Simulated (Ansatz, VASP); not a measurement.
# Sc in VASP and in Ansatz

INCAR

```
PREC = Accurate
ENCUT = 520
EDIFF = 1E-6
ISMEAR = -1
SIGMA = 0.03
LREAL = False
LASPH = True
NELM = 80
ALGO = Normal
ISIF = 2
LWAVE = False
LCHARG = True
GGA = PS
LELF = True
LVHAR = True
NBANDS = 12
```

File KPOINTS:

```
regular mesh
0
Gamma
  12 12 12
```

File POSCAR:

```
Sc
1.0
    0.0000000000      2.2398138059      2.2398138059
    2.2398138059      0.0000000000      2.2398138059
    2.2398138059      2.2398138059      0.0000000000
Sc
1
Direct
    0.0000000000      0.0000000000      0.0000000000
```

Input for Ansatz:

```yaml
crystal:
  lattice:
    - [0.0, 2.2398138059, 2.2398138059]
    - [2.2398138059, 0.0, 2.2398138059]
    - [2.2398138059, 2.2398138059, 0.0]
  atoms:
    - { symbol: Sc, position: [0.0, 0.0, 0.0] }
kpoints:
  mp_grid: { grid: [12, 12, 12] }
  band_path:
    path:
      - [0.0, 0.0, 0.0]
      - [0.5, 0.0, 0.5]
      - [0.625, 0.25, 0.625]
      - [0.375, 0.375, 0.75]
      - [0.0, 0.0, 0.0]
      - [0.5, 0.5, 0.5]
      - [0.5, 0.25, 0.75]
      - [0.5, 0.0, 0.5]
    npoints: 5
scf:
  occupations: { method: fermi_dirac, width: 0.03 }
hamiltonian:
  xc: pbesol
  pseudopotentials: { kind: all_electron, lapw: { basis_error: 0.00025 } }
output:
  forces: true
  stress: true
  eigenvalues: true
```

Change from the starting cell: volume scaled by 0.96.

Alike in both runs: task single point; functional PBEsol; k mesh 12 × 12 × 12; occupations fermi-dirac, width 0.03 eV; no spin polarisation.

```csv
,VASP,Ansatz
version,VASP 6.6.1,Ansatz 0.2.0
potentials or method,"VASP PAW PBE potentials, release 64 (Sc_sv)","all-electron LAPW, scalar-relativistic"
plane-wave cutoff (eV),520,see its input
```

```tsv
	VASP	Ansatz	Ansatz less VASP
pressure (GPa)	2.9	2.9	0.00
```

Ansatz ran all-electron here, so the differences hold the error of VASP's frozen core and of both bases.

Caveats: the PAW data sets were made with another functional, which shifts forces and pressure a little (VASP).
